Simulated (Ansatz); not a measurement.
Rows from a G0W0 calculation on Te2Mo (layers cut from the bulk crystal) (Ansatz 0.2.0; G0W0 on PBEsol, plane waves, PAW; PAW set soft_1; 6×6×1 mesh, 416 empty bands, screening to 70 eV, PAW set soft_1 files), in eV. Spin-orbit coupling is left out.

```csv
row,Σx,Σc,Vxc,Z
A,-14.03,-4.00,-18.65,0.69
B,-12.91,-3.70,-17.24,0.72
C,-15.26,-3.85,-19.82,0.69
D,-12.81,-3.40,-16.77,0.71
E,-19.00,0.98,-18.13,0.70
F,-18.15,0.36,-17.93,0.70
```

Question: Which rows are filled states and which are empty ones, and how can one tell?

Filled: E and F. Empty: A, B, C and D. The sign of Σc tells: for a filled state bare exchange, which holds its interaction with itself, lies below Vxc (Σx − Vxc is -0.2 eV or lower here) and screening gives part back as a positive Σc. For an empty state Σx lies above Vxc (+4.0 eV or more) and the Coulomb hole leaves Σc negative.

[Paths, hosts, dates, memory and timing lines, banners, echoed tables and standing remarks are left out of the program output.]

[Logs are printed without paths, hosts, clocks, repeated set-up lines and the standing remarks that a program may print on its own settings, such as how far it seeks lower states.]

[Runs of the session that timed out or met a known fault of the program may be left out.]

[Cells called generated may have been cut or substituted from an entry of the Crystallography Open Database or the Materials Project.]

[Hosts, paths, dates, database ids (printed as entryN), source tags and the programs' standing remarks are cut or masked in the printed files.]
